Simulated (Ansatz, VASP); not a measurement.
W in VASP and in Ansatz

File POSCAR:

```
W
1.0
   -1.5823400000      1.5823400000      1.5823400000
    1.5823400000     -1.5823400000      1.5823400000
    1.5823400000      1.5823400000     -1.5823400000
W
1
Direct
    0.0000000000      0.0000000000      0.0000000000
```

File INCAR.step1:

```
SYSTEM = W
PREC = Accurate
ENCUT = 600
ISMEAR = -1
SIGMA = 0.1
LREAL = .False.
LASPH = .True.
NELM = 100
GGA = PE
ALGO = Normal
EDIFF = 1E-4
LWAVE = .True.
LCHARG = .False.
```

Contents of INCAR.step2:

```
SYSTEM = W
PREC = Accurate
ENCUT = 600
EDIFF = 1E-6
ISMEAR = -1
SIGMA = 0.1
LREAL = .False.
LASPH = .True.
NELM = 100
ALGO = Normal
ISIF = 3
LWAVE = .False.
LCHARG = .False.
METAGGA = R2SCAN
LMIXTAU = .True.
LUSE_VDW = .True.
IVDW_NL = 2
BPARAM = 11.95
CPARAM = 0.0093
IBRION = 2
NSW = 80
EDIFFG = -0.03
ISTART = 1
```

File KPOINTS:

```
Automatic mesh
0
Gamma
  12 12 12
  0 0 0
```

Input for Ansatz:

```yaml
crystal:
  lattice:
    - [-1.58234, 1.58234, 1.58234]
    - [1.58234, -1.58234, 1.58234]
    - [1.58234, 1.58234, -1.58234]
  atoms:
    - { symbol: W, position: [0.0, 0.0, 0.0] }
basis:
  ecutwfc: 550.0
kpoints:
  mp_grid:
    grid: [12, 12, 12]
    shift: [0.0, 0.0, 0.0]
hamiltonian:
  xc: r2scan
  dispersion: rvv10
scf:
  occupations:
    method: fermi_dirac
    width: 0.1
relax:
  f_tol: 0.03
  cell: {}
```

Alike in both runs: task relaxation of cell and atoms; functional r2SCAN; dispersion rVV10; k mesh 12 × 12 × 12; occupations fermi-dirac, width 0.1 eV; no spin polarisation.

|  | VASP | Ansatz |
| --- | --- | --- |
| version | VASP 6.6.1 | Ansatz 0.2.0 |
| potentials or method | VASP PAW PBE potentials, release 64 (W_sv) | plane waves, PAW |
| plane-wave cutoff (eV) | 600 | 550 |
| valence electrons in the cell | 14 | 14 |

```tsv
	VASP	Ansatz	Ansatz less VASP
relaxed volume (Å³/atom)	15.90	15.80	-0.098
relaxed cell length with the largest relative difference (Å)	2.744	2.738	-0.0057
```

Caveats: the PAW data sets were made with another functional, which shifts forces and pressure a little (VASP). Zero-point motion and thermal expansion aren't in these numbers. The runs have no spin-orbit coupling, so splittings on W are missing.
